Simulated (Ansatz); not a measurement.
Computed with Ansatz 0.2.0, DFT, PBE, plane waves (420 eV) with PAW, scalar-relativistic.

An element in the omega (AlB2-type) structure gives this curve. The cell is scaled uniformly from the relaxed one, with fractional coordinates and shape fixed. Energies are extrapolated to zero smearing, pressures are those at the given smearing. Magnetic state: spin not included.

```csv
V (Å³/atom),E − E₀ (meV/atom),P (GPa)
28.168,94.9,8.79
29.449,39.8,5.25
30.729,9.9,2.42
32.009,0.1,0.16
33.290,6.4,-1.67
34.570,25.9,-3.14
35.850,56.0,-4.31
```

Problem. Which element is it?
A. tellurium
B. bismuth
C. indium
D. ytterbium

Solution. B. Its fit is V₀ = 32.10 Å³/atom, B₀ = 50 GPa, B₀′ = 4.4.
